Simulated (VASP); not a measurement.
# Ru in VASP: notebook, part 2 of 2

VASP 6.6.1.

## (3) Single point, PBEsol

This run uses another cell than the first one, of 22.82 Å³/atom, 1.020 times its volume.

Contents of INCAR:

```
SYSTEM = Ru
PREC     = Accurate       ! precision mode
ENCUT    = 520            ! plane-wave cutoff, eV
EDIFF    = 1E-6           ! SCF threshold, eV
ISMEAR   = 0              ! smearing method
SIGMA    = 0.1            ! smearing width, eV
LREAL    = .False.        ! projectors in reciprocal space
LASPH    = .True.         ! aspherical terms in the spheres
NELM     = 100            ! most SCF steps
ALGO     = Fast           ! electronic algorithm
ISIF     = 2              ! what is computed and relaxed
LWAVE    = .False.        ! write WAVECAR
LCHARG   = .False.        ! write CHGCAR
LDIPOL   = .True.       
IDIPOL   = 3            
DIPOL    = 0.5 0.5 0.500
GGA      = PS             ! functional
NBANDS   = 88             ! bands
```

Contents of KPOINTS:

```
Automatic mesh
0
Gamma
  16 16 1
  0 0 0
```

Contents of POSCAR:

```
Ru
1.0
    2.7330600000      0.0000000000      0.0000000000
    1.3665300000      2.3668993901      0.0000000000
    0.0000000000      0.0000000000     38.8100000000
Ru
11
Direct
    0.0000000000      0.0000000000      0.2306138679
    0.3333333333      0.3333333333      0.2826649042
    0.0000000000      0.0000000000      0.3369807595
    0.3333333333      0.3333333333      0.3914689022
    0.0000000000      0.0000000000      0.4458050311
    0.3333333333      0.3333333333      0.5000000024
    0.0000000000      0.0000000000      0.5541949721
    0.3333333333      0.3333333333      0.6085311011
    0.0000000000      0.0000000000      0.6630192413
    0.3333333333      0.3333333333      0.7173350904
    0.0000000000      0.0000000000      0.7693861278
```

Potentials or basis: VASP PAW PBE potentials, release 64 (Ru_pv).

The run is started by

```
cat potpaw_PBE.64/Ru_pv/POTCAR > POTCAR
mpirun -np 1 vasp_std > vasp.out
```

OUTCAR:

```text
SYSTEM = Ru
   PREC = Accurate
   ENCUT = 520
   EDIFF = 1E-6
   ISMEAR = 0
   LREAL = .False.
   LASPH = .True.
   NELM = 100
   ISIF = 2
   GGA = PS

 ion  position               nearest neighbor table
   1  0.000  0.000  0.231-   2 2.56   2 2.56   2 2.56
   2  0.333  0.333  0.283-   1 2.56   1 2.56   1 2.56   3 2.63   3 2.63   3 2.63
   3  0.000  0.000  0.337-   2 2.63   2 2.63   2 2.63   4 2.64   4 2.64   4 2.64
   4  0.333  0.333  0.391-   5 2.63   5 2.63   5 2.63   3 2.64   3 2.64   3 2.64
   5  0.000  0.000  0.446-   6 2.63   6 2.63   6 2.63   4 2.63   4 2.63   4 2.63
[... 2422 lines left out ...]
  energy-cutoff  :      520.00
  volume of cell :      251.06
      direct lattice vectors                 reciprocal lattice vectors
     2.733060000  0.000000000  0.000000000     0.365890248 -0.211246833  0.000000000
     1.366530000  2.366899390  0.000000000     0.000000000  0.422493666  0.000000000
     0.000000000  0.000000000 38.810000000     0.000000000  0.000000000  0.025766555

 POSITION                                       TOTAL-FORCE (eV/Angst)
 -----------------------------------------------------------------------------------
      0.00000      0.00000      8.95012        -0.000000     -0.000000     -0.017083
      1.36653      0.78897     10.97022         0.000000      0.000000      0.012635
      0.00000      0.00000     13.07822        -0.000000     -0.000000      0.001913
      1.36653      0.78897     15.19291         0.000000     -0.000000     -0.003630
      0.00000      0.00000     17.30169         0.000000     -0.000000      0.001062
      1.36653      0.78897     19.40500        -0.000000      0.000000      0.000000
      0.00000      0.00000     21.50831         0.000000     -0.000000     -0.001062
      1.36653      0.78897     23.61709        -0.000000     -0.000000      0.003630
      0.00000      0.00000     25.73178        -0.000000      0.000000     -0.001913
      1.36653      0.78897     27.83977         0.000000      0.000000     -0.012635
      0.00000      0.00000     29.85988        -0.000000     -0.000000      0.017083
 -----------------------------------------------------------------------------------
    total drift:                               -0.000000     -0.000000     -0.000001

  FREE ENERGIE OF THE ION-ELECTRON SYSTEM (eV)
  ---------------------------------------------------
  free  energy   TOTEN  =      -109.3004486640 eV

  energy  without entropy=     -109.2549745250  energy(sigma->0) =     -109.27771159

 vacuum level on the upper side and lower side of the slab        10.518        10.518
```

OSZICAR:

```text
N       E                     dE             d eps       ncg     rms          rms(c)
DAV:   1     0.193612554484E+04    0.19361E+04   -0.97478E+04  5936   0.181E+03
DAV:   2    -0.333929589708E+02   -0.19695E+04   -0.19228E+04  5536   0.562E+02
DAV:   3    -0.113169085819E+03   -0.79776E+02   -0.77054E+02  7416   0.102E+02
[... 31 lines left out ...]
RMM:  35    -0.109300438351E+03   -0.39220E-05   -0.23238E-05  2335   0.143E-03    0.974E-04
RMM:  36    -0.109300441968E+03   -0.36171E-05   -0.13695E-05  2107   0.127E-03    0.109E-03
RMM:  37    -0.109300444931E+03   -0.29629E-05   -0.13535E-05  1445   0.106E-03    0.512E-04
RMM:  38    -0.109300446541E+03   -0.16102E-05   -0.84063E-06  1144   0.986E-04    0.616E-04
RMM:  39    -0.109300447999E+03   -0.14572E-05   -0.81210E-06  1083   0.951E-04    0.242E-04
RMM:  40    -0.109300448664E+03   -0.66543E-06   -0.55233E-06   905   0.885E-04
   1 F= -.10930045E+03 E0= -.10927771E+03  d E =-.454741E-01
```

stdout:

```text
POSCAR found type information on POSCAR Ru
 POSCAR found :  1 types and      11 ions
 scaLAPACK will be used
 -----------------------------------------------------------------------------
|                                                                             |
|                                                                             |
|     You enforced a specific xc type in the INCAR file but a different       |
|     I HOPE YOU KNOW WHAT YOU ARE DOING!                                     |
|                                                                             |
 -----------------------------------------------------------------------------

 LDA part: xc-table for (Slater+PW92), standard interpolation
 POSCAR, INCAR and KPOINTS ok, starting setup
 FFT: planning ... GRIDC
 FFT: planning ... GRID_SOFT
 FFT: planning ... GRID
 WAVECAR not read
 entering main loop
```

It took 24 min on 1 thread of Intel Xeon Platinum 8559C (Emerald Rapids), shared host; peak memory 0.62 GiB.

What came out:

```yaml
Free_energy: -109.3004 eV
Largest_force: 0.017 eV/Å
Band_gap_on_the_k_mesh: none (metal or under the smearing width)
```

Forces on the atoms (eV/Å):
```
Ru   0.000  0.000 -0.017
Ru   0.000  0.000  0.013
Ru   0.000  0.000  0.002
Ru   0.000  0.000 -0.004
Ru   0.000  0.000  0.001
Ru   0.000  0.000  0.000
Ru   0.000  0.000 -0.001
Ru   0.000  0.000  0.004
Ru   0.000  0.000 -0.002
Ru   0.000  0.000 -0.013
Ru   0.000  0.000  0.017
```

Levels at points of the mesh, in eV from the Fermi level:
```tsv
k point	band 72	band 73	band 74	band 75	band 76	band 77	band 78	band 79
(0.00, 0.00, 0.00)	-1.95	-1.94	-1.46	-1.46	-1.28	-1.14	-1.14	-0.76
(0.50, 0.00, 0.00)	0.46	0.91	1.19	1.25	1.25	1.31	1.33	1.46
```

Caveat: the PAW data sets were made with another functional, which shifts forces and pressure a little.

## (4) Single point, PBEsol

This run uses another cell than the first one, of 21.93 Å³/atom, 0.980 times its volume.

Contents of INCAR:

```
SYSTEM = Ru
ALGO = Fast ; DIPOL = 0.5 0.5 0.500
EDIFF = 1E-7 ; ENCUT = 520
GGA = PS ; IDIPOL = 3
ISIF = 2 ; ISMEAR = 0
LASPH = .True. ; LCHARG = .False.
LDIPOL = .True. ; LREAL = .False.
LWAVE = .False. ; NBANDS = 88
NELM = 80 ; PREC = Accurate
SIGMA = 0.1
```

Contents of KPOINTS:

```
k-points
0
Gamma
  16 16 1
  0 0 0
```

Contents of POSCAR:

```
Ru
1.0
    2.6789400000      0.0000000000      0.0000000000
    1.3394700000      2.3200300952      0.0000000000
    0.0000000000      0.0000000000     38.8100000000
Ru
11
Direct
    0.0000000000      0.0000000000      0.2276987848
    0.3333333333      0.3333333333      0.2805195423
    0.0000000000      0.0000000000      0.3353079899
    0.3333333333      0.3333333333      0.3903877603
    0.0000000000      0.0000000000      0.4452359996
    0.3333333333      0.3333333333      0.5000000004
    0.0000000000      0.0000000000      0.5547640009
    0.3333333333      0.3333333333      0.6096122400
    0.0000000000      0.0000000000      0.6646920096
    0.3333333333      0.3333333333      0.7194804572
    0.0000000000      0.0000000000      0.7723012149
```

The run is started by

```
cat potpaw_PBE.64/Ru_pv/POTCAR > POTCAR
mpirun -np 1 vasp_std > vasp.out
```

Wall time 32 min (1 thread of Intel Xeon Platinum 8559C (Emerald Rapids), shared host); peak memory 0.61 GiB.

Results (log left out):

```yaml
Free_energy: -109.5460 eV
Largest_force: 0.018 eV/Å
Band_gap_on_the_k_mesh: none (metal or under the smearing width)
```

Forces on the atoms (eV/Å):
```
Ru   0.000  0.000 -0.018
Ru   0.000  0.000  0.010
Ru   0.000  0.000  0.003
Ru   0.000  0.000 -0.002
Ru   0.000  0.000  0.000
Ru   0.000  0.000  0.000
Ru   0.000  0.000  0.000
Ru   0.000  0.000  0.002
Ru   0.000  0.000 -0.003
Ru   0.000  0.000 -0.010
Ru   0.000  0.000  0.018
```

Levels at points of the mesh, in eV from the Fermi level:
```
           k point  band 72  band 73  band 74  band 75  band 76  band 77  band 78  band 79
(0.00, 0.00, 0.00)    -2.07    -2.07    -1.48    -1.34    -1.34    -1.06    -1.06    -0.70
(0.50, 0.00, 0.00)     0.50     0.98     1.38     1.39     1.40     1.48     1.48     1.65
```

Caveat: the PAW data sets were made with another functional, which shifts forces and pressure a little.

## (5) Summary

| cell | further INCAR settings | gap on the mesh (eV) | largest force (eV/Å) |
| --- | --- | --- | --- |
| P-6m2, 22.37 Å³/atom | ALGO = Fast; EDIFF = 1e-06; NBANDS = 88 | none | 0.02 |
| P-6m2, 22.82 Å³/atom | ALGO = Fast; EDIFF = 1e-06; NBANDS = 88 | none | 0.02 |
| P-6m2, 21.93 Å³/atom | ALGO = Fast; EDIFF = 1e-07; NBANDS = 88 | none | 0.02 |

Alike in all rows: task single point; level PBEsol; potentials or basis VASP PAW PBE potentials, release 64 (Ru_pv); no spin polarisation; k mesh 16 × 16 × 1; cutoff (eV) 520; smearing gaussian 0.1 eV.

Every run on the cell as given and a fine mesh finds a metal.

Caveats: the PAW data sets were made with another functional, which shifts forces and pressure a little.

Total energies depend on the potentials used, so only differences within one code and one set of settings carry meaning.
